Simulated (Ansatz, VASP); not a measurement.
## One calculation of SiC, two programs

```xyz
2
Lattice="0.0000 2.1202 2.1202 2.1202 0.0000 2.1202 2.1202 2.1202 0.0000" Properties=species:S:1:pos:R:3 pbc="T T T"
Si    0.0000    0.0000    0.0000
C     1.0601    1.0601    1.0601
```

Change from the starting cell: volume scaled by 0.94, PAW files.

Alike in both runs: task single point; functional LDA; k mesh 17 × 17 × 17; occupations fermi-dirac, width 0.05 eV; no spin polarisation.

```csv
,VASP,Ansatz
version,VASP 6.6.1,Ansatz 0.2.0
potentials or method,"VASP PAW LDA potentials, release 64 (Si, C)","PAW with Ansatz's default frozen-core files, scalar-relativistic"
plane-wave cutoff (eV),520,420
valence electrons in the cell,8,8
```

VASP gave:

| Quantity | Value |
| --- | --- |
| pressure (GPa) | 16.5 |

Q: Which values does Ansatz return?

A: Pressure (GPa): 16.0.

Caveats: so large a pressure means that the cell lies far from this level's equilibrium, or that cutoff or potentials fall short (VASP). A k mesh can miss the band edges.
